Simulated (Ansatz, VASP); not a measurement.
## SiC (SiC (F-43m)) in two plane-wave programs

One calculation is typed for both programs; each brings its own data sets. How far apart do they land? The cell is taken from a series of runs on this material, whose earlier steps may have relaxed, scaled, displaced or heated it; both programs get it as it stands.

Method: plane waves, with VASP 6.6.1 beside it; single point at r2SCAN, in Ansatz 0.2.0.

## 1. The structure

The structure is cubic, space group F-43m (No. 216). Conventional cell: a = 4.357 Å, b = 4.357 Å, c = 4.357 Å, α = 90.00°, β = 90.00°, γ = 90.00°. Nearest to Si lie 4 C at 1.89 Å. C has 4 Si at 1.89 Å nearest. Farther neighbours are not listed.

## 2. Ansatz: single point, r2SCAN, pair 1

Ansatz runs on its default PAW (the set named soft_2) files.

With cell and atoms fixed, the geometry can't cause a difference; cores, projectors, grids and the points listed under the comparison can.

Contents of input.yaml:

```yaml
crystal:
  lattice:
    - [4.356561493333, 0.0, 0.0]
    - [0.0, 0.0, -4.356561493333]
    - [0.0, 4.356561493333, 0.0]
  atoms:
    - { symbol: Si, position: [0.0, 0.0, 0.0] }
    - { symbol: Si, position: [0.0, 0.5, 0.5] }
    - { symbol: Si, position: [0.5, 0.0, 0.5] }
    - { symbol: Si, position: [0.5, 0.5, 0.0] }
    - { symbol: C, position: [0.25, 0.25, 0.75] }
    - { symbol: C, position: [0.25, 0.75, 0.25] }
    - { symbol: C, position: [0.75, 0.25, 0.25] }
    - { symbol: C, position: [0.75, 0.75, 0.75] }
basis:
  ecutwfc: 500.0
  ecutrho_ratio: 4
  xc_grid: 2
  fft_grid_basis: typed
  precision: f64
kpoints:
  mp_grid: { grid: [3, 3, 3] }
hamiltonian:
  xc: r2scan
  pseudopotentials: { kind: paw }
scf:
  max_iter: 60
  self_checks: high
  occupations: { method: fermi_dirac, width: 0.01 }
output:
  forces: true
checkpoint:
  write: "../host.relax.run"
  compress: false
  write_wavefunctions: true
  write_every: 100000
```

On the command line:

```sh
> ansatz run input.yaml --threads 12 --pin off --max-ram 56524MiB --backend cuda --events-out ev --progress --plain --runs-dir out --max-vram 78GiB
```

The log of the run:

```text
Engine: ansatz 0.2.0, aarch64-unknown-linux-gnu
[...]
Pseudopotential: Si, paw, valence charge 4, recommended cutoff 500 eV (meta_gga), Si.paw.azcp
Pseudopotential: C, paw, valence charge 4, recommended cutoff 500 eV (meta_gga), C.paw.azcp
Functional definition: r2SCAN
[...]
Crystal: 8 atoms, lattice volume = 82.686 Å³
Basis set: ecut = 500 eV, 2103 PW (Γ), exchange–correlation on 64×64×64 points (8 copies of the dense FFT grid, shifted against one another)
Bands: 24, of which v1, the nominal top of the filled ones, is band 16 counted from 1 (15 counted from 0)
[...]
Space group: F-43m (ITA 216), of the structure as read, at distance tolerance 4.4e-5 Å
k-points: 4 of 27 (time reversal used)
[...]
Functional: x = r2scan, c = r2scan; τ floored in thin density (d = 2e-4 eV/Å³)
[...]
SCF iter   2: F=—  HF=-3565.294640 eV  |F-HF|=—  |Δ(HF+E_count)|=   1.81e-1  Δρ=4.69e-3  dr2=1.30e-2  dr2_τ=1.58e-4  ethr=6.69e-5  ⟨swp⟩=3.0  Hψ=227  notcnv=0  defer=13
[...]
SCF iter   5: F=—  HF=-3565.293324 eV  |F-HF|=—  |Δ(HF+E_count)|=   4.07e-6  Δρ=1.01e-4  dr2=6.05e-6  dr2_τ=1.40e-7  ethr=1.41e-7  ⟨swp⟩=2.5  Hψ=149  notcnv=0  defer=13
SCF iter   6: F=-3565.293325 eV  HF=-3565.293325 eV  |F-HF|=1.29e-8  |Δ(HF+E_count)|=   1.68e-6  Δρ=7.28e-6  dr2=5.48e-8  dr2_τ=1.13e-9  ethr=3.13e-10  ⟨swp⟩=8.8  Hψ=530  notcnv=0
SCF 1 converged in 6 iterations: F = -3565.293325 eV  dr2 = 5.48e-8
[...]
SCF converged after 6 iterations
Free energy (F): -3565.293325 eV
[...]
Fermi energy:    10.234617 eV
--- Per-component energies (eV) ---
[...]
--- Forces (eV/Å), atoms counted from 1 ---
[...]
--- Band table (eV) ---
[...]
```

In the SCF lines HF is the Harris–Foulkes energy and dr2 the Hartree energy of the density residual, in eV; the loop may stop once dr2 is under the threshold and the program's other checks hold. Hψ counts applications of the Hamiltonian.

## 3. VASP: single point, r2SCAN, pair 1

The same cell, functional, mesh and smearing now go to VASP, with its own data sets.

Lines of VASP's logs that name or quote its potential files are left out, and so is its time.

Contents of INCAR:

```
SYSTEM = SiC
PREC = Accurate
ENCUT = 580
EDIFF = 1E-06
NELM = 120
ISMEAR = -1
SIGMA = 0.01
LREAL = .FALSE.
ALGO = Normal
METAGGA = R2SCAN
LASPH = .TRUE.
NBANDS = 24
LORBIT = 11
LWAVE = .FALSE.
LCHARG = .FALSE.
ISIF = 2
GGA_COMPAT = .FALSE.
EFERMI = MIDGAP
LMIXTAU = .TRUE.
KPAR = 2
```

Contents of POSCAR:

```
SiC
1.0
    4.3565614933      0.0000000000      0.0000000000
    0.0000000000      0.0000000000     -4.3565614933
    0.0000000000      4.3565614933      0.0000000000
Si C
4 4
Direct
    0.0000000000      0.0000000000      0.0000000000
    0.0000000000      0.5000000000      0.5000000000
    0.5000000000      0.0000000000      0.5000000000
    0.5000000000      0.5000000000      0.0000000000
    0.2500000000      0.2500000000      0.7500000000
    0.2500000000      0.7500000000      0.2500000000
    0.7500000000      0.2500000000      0.2500000000
    0.7500000000      0.7500000000      0.7500000000
```

Contents of KPOINTS:

```
Automatic mesh
0
Gamma
3 3 3
0 0 0
```

Potentials, in the order of the species: Si and C (PBE family, release 64).

On the command line:

```sh
> mpirun -np 2 vasp_std
```

The log of the run:

```text
[banner, memory and clock lines left out]
running    2 mpi-ranks, on    1 nodes
 distrk:  each k-point on    1 cores,    2 groups
 distr:  one band on    1 cores,    1 groups

 POSCAR found type information on POSCAR SiC
 POSCAR found :  2 types and       8 ions
|                                                                             |
|               ----> ADVICE to this user running VASP <----                  |
|                                                                             |
|     You enforced a specific xc type in the INCAR file but a different       |
|     [... a line on the potential file left out ...]
|     I HOPE YOU KNOW WHAT YOU ARE DOING!                                     |
|                                                                             |

 LDA part: xc-table for (None), standard interpolation
 POSCAR, INCAR and KPOINTS ok, starting setup
 FFT: planning ... GRIDC
 FFT: planning ... GRID_SOFT
 FFT: planning ... GRID
 WAVECAR not read
 entering main loop
       N       E                     dE             d eps       ncg     rms          rms(c)
DAV:   1     0.735260684977E+02    0.73526E+02   -0.16172E+04   192   0.134E+03
DAV:   2    -0.816672934705E+02   -0.15519E+03   -0.14519E+03   256   0.220E+02
DAV:   3    -0.891941935343E+02   -0.75269E+01   -0.74733E+01   248   0.469E+01
DAV:   4    -0.892909722386E+02   -0.96779E-01   -0.96685E-01   240   0.619E+00
DAV:   5    -0.892928495234E+02   -0.18773E-02   -0.18771E-02   248   0.806E-01    0.184E+01
DAV:   6    -0.768007950078E+02    0.12492E+02   -0.19267E+01   224   0.211E+01    0.106E+01
DAV:   7    -0.763134882131E+02    0.48731E+00   -0.16612E+00   216   0.760E+00    0.409E+00
DAV:   8    -0.772076014072E+02   -0.89411E+00   -0.16107E+00   224   0.788E+00    0.252E+00
DAV:   9    -0.771134320035E+02    0.94169E-01   -0.52568E-01   208   0.542E+00    0.666E-01
DAV:  10    -0.772762836994E+02   -0.16285E+00   -0.12605E-01   216   0.329E+00    0.605E-01
DAV:  11    -0.772613522224E+02    0.14931E-01   -0.68360E-03   224   0.735E-01    0.246E-01
DAV:  12    -0.772689914738E+02   -0.76393E-02   -0.23867E-02   216   0.137E+00    0.907E-02
DAV:  13    -0.772673688433E+02    0.16226E-02   -0.10744E-03   224   0.292E-01    0.140E-01
DAV:  14    -0.772671825706E+02    0.18627E-03   -0.72840E-05   240   0.697E-02    0.981E-02
DAV:  15    -0.772704773304E+02   -0.32948E-02   -0.15314E-03   224   0.332E-01    0.381E-02
DAV:  16    -0.772705487370E+02   -0.71407E-04   -0.56674E-05   224   0.561E-02    0.251E-02
DAV:  17    -0.772705510636E+02   -0.23267E-05   -0.11951E-05   232   0.223E-02    0.115E-02
DAV:  18    -0.772705562825E+02   -0.52188E-05   -0.25128E-06   192   0.166E-02    0.244E-03
DAV:  19    -0.772705568647E+02   -0.58223E-06   -0.37990E-07   136   0.413E-03
   1 F= -.77270557E+02 E0= -.77270557E+02  d E =0.000000E+00
```

From OUTCAR (step 3):

```text
ion  position               nearest neighbor table
   1  0.000  0.000  0.000-   5 1.89   6 1.89   7 1.89   8 1.89   3 3.08   4 3.08   2 3.08   2 3.08
                             3 3.08   2 3.08   4 3.08   2 3.08   3 3.08   4 3.08   3 3.08   4 3.08
   2  0.000  0.500  0.500-   5 1.89   6 1.89   7 1.89   8 1.89   3 3.08   4 3.08   1 3.08   1 3.08
                             4 3.08   1 3.08   3 3.08   1 3.08   3 3.08   4 3.08   4 3.08   3 3.08
   3  0.500  0.000  0.500-   5 1.89   6 1.89   7 1.89   8 1.89   2 3.08   4 3.08   1 3.08   1 3.08
                             4 3.08   2 3.08   4 3.08   4 3.08   1 3.08   2 3.08   1 3.08   2 3.08
   4  0.500  0.500  0.000-   5 1.89   6 1.89   7 1.89   8 1.89   2 3.08   3 3.08   1 3.08   2 3.08
                             3 3.08   1 3.08   3 3.08   3 3.08   1 3.08   2 3.08   2 3.08   1 3.08
   5  0.250  0.250  0.750-   1 1.89   2 1.89   3 1.89   4 1.89
   6  0.250  0.750  0.250-   1 1.89   2 1.89   3 1.89   4 1.89
   7  0.750  0.250  0.250-   1 1.89   2 1.89   3 1.89   4 1.89
   8  0.750  0.750  0.750-   1 1.89   2 1.89   3 1.89   4 1.89

  LATTYP: Found a simple cubic cell.
 ALAT       =     4.3565614933

 Subroutine GETGRP returns: Found 24 space group operations
 (whereof 24 operations were pure point group operations)

The static configuration has the point symmetry T_d .

 Found      4 irreducible k-points:

   k-points           NKPTS =      4   k-points in BZ     NKDIM =      4   number of bands    NBANDS=     24

   dimension x,y,z NGX =    36 NGY =   36 NGZ =   36
   dimension x,y,z NGXF=    72 NGYF=   72 NGZF=   72

   ENCUT  =  580.0 eV  42.63 Ry    6.53 a.u.   8.55  8.55  8.55*2*pi/ulx,y,z

   NELECT =      32.0000    total number of electrons

 k-points in reciprocal lattice and weights: Automatic mesh
   0.00000000  0.00000000  0.00000000       0.037
   0.33333333  0.00000000  0.00000000       0.222
   0.33333333  0.33333333  0.00000000       0.444
   0.33333333  0.33333333  0.33333333       0.296

 average (electrostatic) potential at core
       1 -83.3154       2 -83.3154       3 -83.3154       4 -83.3154       5 -46.6567
       6 -46.6567       7 -46.6567       8 -46.6567

 E-fermi :   8.8594

 k-point     1 :       0.0000    0.0000    0.0000
  band No.  band energies     occupation
    ...
     12       4.6624      2.00000
     13       4.6624      2.00000
     14       7.9996      2.00000
     15       7.9996      2.00000
     16       7.9996      2.00000
     17       9.7193      0.00000
     18       9.7193      0.00000
     19       9.7193      0.00000
     20      12.8204      0.00000
     21      12.8204      0.00000
    ...

 k-point     2 :       0.3333    0.0000    0.0000
  band No.  band energies     occupation
    ...
     12       5.2700      2.00000
     13       5.2700      2.00000
     14       6.1212      2.00000
     15       6.8425      2.00000
     16       6.8425      2.00000
     17      11.0607      0.00000
     18      12.4408      0.00000
     19      12.4408      0.00000
     20      13.7329      0.00000
     21      14.0740      0.00000
    ...

 k-point     3 :       0.3333    0.3333    0.0000
  band No.  band energies     occupation
    ...
     12       5.4820      2.00000
     13       5.4919      2.00000
     14       5.4919      2.00000
     15       5.7240      2.00000
     16       7.6014      2.00000
     17      12.2911      0.00000
     18      13.4026      0.00000
     19      13.4026      0.00000
     20      15.6516      0.00000
     21      16.2250      0.00000
    ...

  Total       -0.1701460     -0.1701460     -0.1701460      0.0000000     -0.0000000     -0.0000000
  in kB       -3.2968623     -3.2968623     -3.2968623      0.0000000     -0.0000000     -0.0000000
  external PRESSURE =      -3.2968623 kB  Pullay stress =       0.0000000 kB

  energy-cutoff  :      580.00
  volume of cell :       82.69
      direct lattice vectors                 reciprocal lattice vectors
     4.356561493  0.000000000  0.000000000     0.229538824  0.000000000  0.000000000
     0.000000000  0.000000000 -4.356561493     0.000000000  0.000000000 -0.229538824
     0.000000000  4.356561493  0.000000000     0.000000000  0.229538824  0.000000000

 POSITION                                       TOTAL-FORCE (eV/Angst)
 -----------------------------------------------------------------------------------
      0.00000      0.00000      0.00000        -0.000000      0.000000     -0.000000
      0.00000      2.17828     -2.17828         0.000000      0.000000     -0.000000
      2.17828      2.17828      0.00000         0.000000      0.000000     -0.000000
      2.17828      0.00000     -2.17828         0.000000     -0.000000      0.000000
      1.08914      3.26742     -1.08914        -0.000000      0.000000      0.000000
      1.08914      1.08914     -3.26742         0.000000     -0.000000     -0.000000
      3.26742      1.08914     -1.08914         0.000000      0.000000     -0.000000
      3.26742      3.26742     -3.26742        -0.000000     -0.000000      0.000000
 -----------------------------------------------------------------------------------
    total drift:                                0.000000      0.000000      0.000000

  FREE ENERGIE OF THE ION-ELECTRON SYSTEM (eV)
  ---------------------------------------------------
  free  energy   TOTEN  =       -77.2705568647 eV

  energy  without entropy=      -77.2705568647  energy(sigma->0) =      -77.27055686

 total charge
# of ion       s       p       d       tot
------------------------------------------
    1        0.701   0.981   0.000   1.683
    2        0.701   0.981   0.000   1.683
    3        0.701   0.981   0.000   1.683
    4        0.701   0.981   0.000   1.683
    5        0.848   1.717   0.000   2.565
    6        0.848   1.717   0.000   2.565
    7        0.848   1.717   0.000   2.565
    8        0.848   1.717   0.000   2.565
--------------------------------------------------
tot          6.198  10.795   0.000  16.992

[... 1 further part left out ...]
```

The run ends at a pressure of -0.33 GPa.

## 4. Side by side

Known differences besides the potentials themselves: VASP keeps PBE cores, Ansatz makes them for the functional; the cutoff is 500 eV in Ansatz and 580 eV in VASP. Total energies have different zeros and are not compared.

Compared:

```
              quantity  Ansatz   VASP  difference
gap on the k mesh (eV)   1.708  1.720      -0.012
```

A gap on the mesh is an upper bound, since the band edges may lie between its points.

## 5. Ansatz: single point, r2SCAN, pair 2

With cell and atoms fixed, the geometry can't cause a difference; cores, projectors, grids and the points listed under the comparison can.

The cell is taken from a series of runs on this material, whose earlier steps may have relaxed, scaled, displaced or heated it; both programs get it as it stands.

Edit input.yaml of step 2 so:

```diff
@@ -22,2 +22,3 @@
   mp_grid: { grid: [3, 3, 3] }
+  band_path: { path: [VBM, CBM], npoints: 1 }
 hamiltonian:
@@ -32,3 +33,3 @@
 checkpoint:
-  write: "../host.relax.run"
+  write: "../host.point.run"
   compress: false
```

On the command line:

```sh
> ansatz run input.yaml --threads 12 --pin off --max-ram 56524MiB --backend cuda --events-out ev --progress --plain --runs-dir out --max-vram 78GiB
```

The log of the run:

```text
[...]
Crystal: 8 atoms, lattice volume = 82.686 Å³
Basis set: ecut = 500 eV, 2103 PW (Γ), exchange–correlation on 64×64×64 points (8 copies of the dense FFT grid, shifted against one another)
Bands: 24, of which v1, the nominal top of the filled ones, is band 16 counted from 1 (15 counted from 0)
[...]
SCF 1 converged in 6 iterations: F = -3565.293325 eV  dr2 = 5.48e-8
[...]
SCF converged after 6 iterations
Free energy (F): -3565.293325 eV
[...]
Fermi energy:    10.234617 eV
[...]
--- Forces (eV/Å), atoms counted from 1 ---
[...]
--- Band table (eV) ---
[...]
```

## 6. VASP: single point, r2SCAN, pair 2

The same cell, functional, mesh and smearing now go to VASP, with its own data sets.

INCAR is that of step 3.

POSCAR is that of step 3.

KPOINTS is that of step 3.

On the command line:

```sh
> mpirun -np 2 vasp_std
```

The log of the run:

```text
[banner, memory and clock lines left out]
running    2 mpi-ranks, on    1 nodes
[...]
[... a notice as in an earlier step ...]

 LDA part: xc-table for (None), standard interpolation
 POSCAR, INCAR and KPOINTS ok, starting setup
[...]
entering main loop
       N       E                     dE             d eps       ncg     rms          rms(c)
[... 19 cycles as in an earlier step ...]
   1 F= -.77270557E+02 E0= -.77270557E+02  d E =0.000000E+00
```

From OUTCAR (step 6):

```text
[... 6 parts as in an earlier step ...]

[... 1 further part left out ...]
[key lines of the parts left out:]
E-fermi :   8.8594
```

The run ends at a pressure of -0.33 GPa.

## 7. Side by side

The two programs side by side:

```
              quantity  Ansatz   VASP  difference
gap on the k mesh (eV)   1.708  1.720      -0.012
```

A gap on the mesh is an upper bound, since the band edges may lie between its points.

## 8. Summary of results

```
difference in gap on the k mesh (single point, r2SCAN, pair 1) : -0.012 eV
difference in gap on the k mesh (single point, r2SCAN, pair 2) : -0.012 eV
```

The difference in gap on the k mesh is -0.012 eV (single point, r2SCAN, pair 1), within the 0.08 eV picked in this series as the mark of a large difference. Such differences can come from data sets, numerical settings and the points named under the comparisons, not from the functional's error against experiment.

[Lines on the potential files, build, host, timing and source positions are cut from VASP's logs without a mark.]

[Logs are printed without paths, hosts, clocks, repeated set-up lines and the standing remarks that a program may print on its own settings, such as how far it seeks lower states.]

[Hosts, paths, dates, database ids (printed as entryN), source tags and the programs' standing remarks are cut or masked in the printed files.]
